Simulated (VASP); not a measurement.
# MoS2 (R-3m) in VASP: settings compared, part 2 of 2

VASP 6.6.1. The steps go on from the part before.

## 4. Single point, PBE, spin-orbit coupling, no magnetisation

INCAR

```
SYSTEM = MoS2
PREC = Accurate
ENCUT = 600
EDIFF = 1E-7
ISMEAR = 0
SIGMA = 0.02
LREAL = .FALSE.
LASPH = .TRUE.
NELM = 100
ALGO = Normal
ISIF = 2
LWAVE = .FALSE.
LCHARG = .FALSE.
LNONCOLLINEAR = .TRUE.
MAGMOM = 0 0 0 0 0 0 0 0 0
LORBIT = 11
LSORBIT = .TRUE.
GGA_COMPAT = .FALSE.
LMAXMIX = 4
GGA = PE
NBANDS = 42
```

KPOINTS

```
Automatic mesh
0
G
  6 6 6
  0 0 0
```

POSCAR

```
MoS2
1.0
    1.5855000000      0.9153888518      6.1149966667
   -1.5855000000      0.9153888518      6.1149966667
    0.0000000000     -1.8307777036      6.1149966667
Mo S
1 2
Direct
    0.0000000000      0.0000000000      0.0000000000
    0.2500000000      0.2500000000      0.2500000000
    0.7500000000      0.7500000000      0.7500000000
```

Potentials or basis: VASP PAW PBE potentials, release 64 (Mo_sv, S).

Started as:

```
cat potpaw_PBE.64/Mo_sv/POTCAR potpaw_PBE.64/S/POTCAR > POTCAR
mpirun -np 1 vasp_ncl > vasp.out
```

OUTCAR:

```text
SYSTEM = MoS2
   PREC = Accurate
   ENCUT = 600
   EDIFF = 1E-7
   ISMEAR = 0
   LREAL = .FALSE.
   LASPH = .TRUE.
   NELM = 100
   ISIF = 2
   LNONCOLLINEAR = .TRUE.
   LORBIT = 11
   LSORBIT = .TRUE.
   GGA = PE

 Found     32 irreducible k-points:

 Following reciprocal coordinates:
            Coordinates               Weight
  0.000000  0.000000  0.000000      1.000000
  0.166667  0.000000  0.000000      6.000000
  0.333333 -0.000000  0.000000      6.000000
  0.500000  0.000000  0.000000      3.000000
  0.166667  0.166667  0.000000      6.000000
  0.333333  0.166667  0.000000     12.000000
   k-points           NKPTS =     32   k-points in BZ     NKDIM =     32   number of bands    NBANDS=     42
   number of dos      NEDOS =    301   number of ions     NIONS =      3
   total plane-waves  NPLWV = 157464
   dimension x,y,z NGX =    54 NGY =   54 NGZ =   54
   dimension x,y,z NGXF=   108 NGYF=  108 NGZF=  108
   ions per type =               1   2
   NGX,Y,Z   is equivalent  to a cutoff of  14.06, 14.06, 14.06 a.u.
   NGXF,Y,Z  is equivalent  to a cutoff of  28.13, 28.13, 28.13 a.u.
 SYSTEM =  MoS2
   PREC   = accura    normal or accurate (medium, high low for compatibility)
   ISTART =      0    job   : 0-new  1-cont  2-samecut
   ICHARG =      2    charge: 1-file 2-atom 10-const
   ISPIN  =      1    spin polarized calculation?
   LNONCOLLINEAR =      T non collinear calculations
   LSORBIT =      T    spin-orbit coupling
   LASPH  =      T    aspherical Exc in radial PAW
   ENCUT  =  600.0 eV  44.10 Ry    6.64 a.u.  12.75 12.75 12.75*2*pi/ulx,y,z
   NELM   =    100;   NELMIN=  2; NELMDL= -5     # of ELM steps
   EDIFF  = 0.1E-06   stopping-criterion for ELM
   LREAL  =      F    real-space projection
[... 7 lines left out ...]
   TEBEG  =    0.0;   TEEND  =   0.0 temperature during run
   PSTRESS=    0.0 pullay stress
   NELECT =      26.0000    total number of electrons
   NUPDOWN=      -1.0000    fix difference up-down
   EMIN   =  10.00;   EMAX   =-10.00  energy-range for DOS
   EFERMI =   0.00;   METHOD = LEGACY
   ISMEAR =     0;   SIGMA  =   0.02  broadening in eV -4-tet -1-fermi 0-gaus
   EFERMI_NEDOS =   21; number of points for ismear=-14 and -15
[... 316 lines left out ...]
      0.00000      0.00000      0.00000         0.000000      0.000000      0.000000
      0.00000      0.00000      4.58625         0.000000     -0.000000     -0.928842
      0.00000      0.00000     13.75874         0.000000      0.000000      0.928842
 -----------------------------------------------------------------------------------
    total drift:                                0.000000      0.000000     -0.000000

  FREE ENERGIE OF THE ION-ELECTRON SYSTEM (eV)
  ---------------------------------------------------
  free  energy   TOTEN  =       -21.0735476728 eV

  energy  without entropy=      -21.0733513607  energy(sigma->0) =      -21.07344952

 Spin-Orbit-Coupling matrix elements

 Ion:    1  E_soc:     -0.1946052
 l=   1
     0.0000000    -0.0294144    -0.0292928
    -0.0294144     0.0000000    -0.0294144
    -0.0292928    -0.0294144     0.0000000
 l=   2
     0.0000000    -0.0005238     0.0000000    -0.0005238    -0.0027309
    -0.0005238     0.0000000    -0.0019706    -0.0004136    -0.0005238
     0.0000000    -0.0019706     0.0000000    -0.0019706     0.0000000
    -0.0005238    -0.0004136    -0.0019706     0.0000000    -0.0005238
    -0.0027309    -0.0005238     0.0000000    -0.0005238     0.0000000
 l=   3
     0.0000000     0.0000000     0.0000000     0.0000000     0.0000000     0.0000000     0.0000000
     0.0000000     0.0000000     0.0000000     0.0000000     0.0000000     0.0000000     0.0000000
     0.0000000     0.0000000     0.0000000     0.0000000     0.0000000     0.0000000     0.0000000
     0.0000000     0.0000000     0.0000000     0.0000000     0.0000000     0.0000000     0.0000000
[... 29 lines left out ...]
 l=   2
     0.0000000     0.0000000     0.0000000     0.0000000     0.0000000
     0.0000000     0.0000000     0.0000000     0.0000000     0.0000000
     0.0000000     0.0000000     0.0000000     0.0000000     0.0000000
     0.0000000     0.0000000     0.0000000     0.0000000     0.0000000
     0.0000000     0.0000000     0.0000000     0.0000000     0.0000000
 l=   3
     0.0000000     0.0000000     0.0000000     0.0000000     0.0000000     0.0000000     0.0000000
     0.0000000     0.0000000     0.0000000     0.0000000     0.0000000     0.0000000     0.0000000
     0.0000000     0.0000000     0.0000000     0.0000000     0.0000000     0.0000000     0.0000000
     0.0000000     0.0000000     0.0000000     0.0000000     0.0000000     0.0000000     0.0000000
     0.0000000     0.0000000     0.0000000     0.0000000     0.0000000     0.0000000     0.0000000
     0.0000000     0.0000000     0.0000000     0.0000000     0.0000000     0.0000000     0.0000000
     0.0000000     0.0000000     0.0000000     0.0000000     0.0000000     0.0000000     0.0000000

 total charge

# of ion       s       p       d       tot
------------------------------------------
    1        2.304   6.237   3.954  12.495
    2        1.366   2.348   0.000   3.714
    3        1.366   2.348   0.000   3.714
--------------------------------------------------
tot          5.036  10.932   3.954  19.922

 magnetization (x)

# of ion       s       p       d       tot
------------------------------------------
    1        0.000   0.000  -0.000  -0.000
    2        0.000   0.000   0.000   0.000
    3        0.000   0.000   0.000   0.000
--------------------------------------------------
tot          0.000   0.000  -0.000   0.000

 magnetization (y)

# of ion       s       p       d       tot
------------------------------------------
    1        0.000   0.000   0.000   0.000
    2        0.000   0.000   0.000   0.000
    3        0.000   0.000   0.000   0.000
--------------------------------------------------
tot          0.000   0.000   0.000   0.000

 magnetization (z)

# of ion       s       p       d       tot
------------------------------------------
    1        0.000   0.000   0.000   0.000
    2        0.000   0.000   0.000   0.000
    3        0.000   0.000   0.000   0.000
--------------------------------------------------
tot          0.000   0.000   0.000   0.000
```

OSZICAR:

```text
N       E                     dE             d eps       ncg     rms          rms(c)
DAV:   1     0.231164433008E+03    0.23116E+03   -0.14606E+04  2736   0.131E+03
DAV:   2    -0.115452013726E+02   -0.24271E+03   -0.23318E+03  3154   0.345E+02
DAV:   3    -0.224597082069E+02   -0.10915E+02   -0.10725E+02  3370   0.684E+01
DAV:   4    -0.226204586872E+02   -0.16075E+00   -0.16050E+00  3214   0.859E+00
DAV:   5    -0.226231789086E+02   -0.27202E-02   -0.27194E-02  3404   0.112E+00    0.259E+01
DAV:   6    -0.215111296536E+02    0.11120E+01   -0.50663E+00  2874   0.194E+01    0.971E+00
DAV:   7    -0.212175260691E+02    0.29360E+00   -0.19664E+00  2838   0.119E+01    0.655E+00
DAV:   8    -0.210729160671E+02    0.14461E+00   -0.23303E-01  3034   0.433E+00    0.207E+00
DAV:   9    -0.210755203076E+02   -0.26042E-02   -0.36550E-02  3168   0.119E+00    0.788E-01
DAV:  10    -0.210734551494E+02    0.20652E-02   -0.51046E-03  3024   0.609E-01    0.260E-01
DAV:  11    -0.210736300578E+02   -0.17491E-03   -0.10769E-03  3342   0.207E-01    0.926E-02
DAV:  12    -0.210735384616E+02    0.91596E-04   -0.28335E-04  3042   0.132E-01    0.167E-02
DAV:  13    -0.210735414519E+02   -0.29902E-05   -0.23705E-05  3064   0.310E-02    0.172E-02
DAV:  14    -0.210735476385E+02   -0.61866E-05   -0.89292E-06  2940   0.195E-02    0.622E-03
DAV:  15    -0.210735476728E+02   -0.34238E-07   -0.51051E-07  3148   0.567E-03
   1 F= -.21073548E+02 E0= -.21073450E+02  d E =-.196312E-03  mag=    -0.0000    -0.0000     0.0000
```

stdout:

```text
POSCAR found type information on POSCAR MoS
 POSCAR found :  2 types and       3 ions
 scaLAPACK will be used
 LDA part: xc-table for (Slater+PW92), standard interpolation
 POSCAR, INCAR and KPOINTS ok, starting setup
 FFT: planning ... GRIDC
 FFT: planning ... GRID_SOFT
 FFT: planning ... GRID
 WAVECAR not read
 entering main loop
```

Run time: 11 min. Hardware: 1 thread of Intel Xeon 6975P-C (Granite Rapids), shared host; peak memory 0.94 GiB.

These settings aren't checked as converged: the numbers below hold their error.

Results:

| Quantity | Value |
| --- | --- |
| Free energy | -21.0735 eV |
| Pressure | 7.9 GPa |
| Largest force | 0.929 eV/Å |
| Valence electrons inside the program's atomic spheres | Mo 12.49; S 3.71 |

Caveat: the k mesh is coarse (spacing up to 0.39 Å⁻¹), so the values aren't converged; the cell's inner coordinates are idealised or old, which leaves forces on the atoms.

## 5. Single point, PBE0

POSCAR is that of step 4.

INCAR.step1

```
SYSTEM = MoS2
PREC = Accurate
ENCUT = 250
EDIFF = 1E-5
ISMEAR = 0
SIGMA = 0.01
LREAL = .FALSE.
LASPH = .TRUE.
NELM = 100
ALGO = Normal
ISIF = 2
LWAVE = .TRUE.
LCHARG = .FALSE.
NBANDS = 21
NKRED = 1
GGA = PE
```

INCAR.step2

```
SYSTEM = MoS2
PREC = Accurate
ENCUT = 250
EDIFF = 1E-6
ISMEAR = 0
SIGMA = 0.01
LREAL = .FALSE.
LASPH = .TRUE.
NELM = 100
ALGO = Normal
ISIF = 2
LWAVE = .FALSE.
LCHARG = .FALSE.
GGA = PE
LHFCALC = .TRUE.
AEXX = 0.25
PRECFOCK = Fast
NBANDS = 21
NKRED = 1
ISTART = 1
```

KPOINTS

```
regular mesh
0
G
  4 4 4
  0 0 0
```

Started as:

```
cat potpaw_PBE.64/Mo_sv/POTCAR potpaw_PBE.64/S/POTCAR > POTCAR
cp INCAR.step1 INCAR
mpirun -np 1 vasp_std > vasp.out
cp INCAR.step2 INCAR
mpirun -np 1 vasp_std > vasp.out
```

It took 15 min on 1 thread of AMD EPYC 7R13 (Zen 3), shared host; peak memory 0.17 GiB.

The run converged, but a check on its numbers failed (symmetry, net force, bounds or a known fault of this set-up), so they aren't taken as properties of the crystal.

Caveat: the k mesh is coarse (spacing up to 0.58 Å⁻¹), so the values aren't converged, least of all with exact exchange; the cutoff lies under the usual one of these potentials, so the numbers hold a large basis-set error; the PAW data sets were made with another functional, which shifts forces and pressure a little; the cell's inner coordinates are idealised or old, which leaves forces on the atoms.

## 6. For comparison

An earlier run on the cell as given: functional PBE; potentials or basis VASP PAW PBE potentials, release 64 (Mo_sv, S); cutoff 520 eV; k mesh 10 × 10 × 10; occupations fermi-dirac, width 0.05 eV; no spin polarisation.

- Pressure: 7.8 GPa
- Largest force: 0.994 eV/Å
- Band gap on the k mesh: none (metal or under the smearing width)
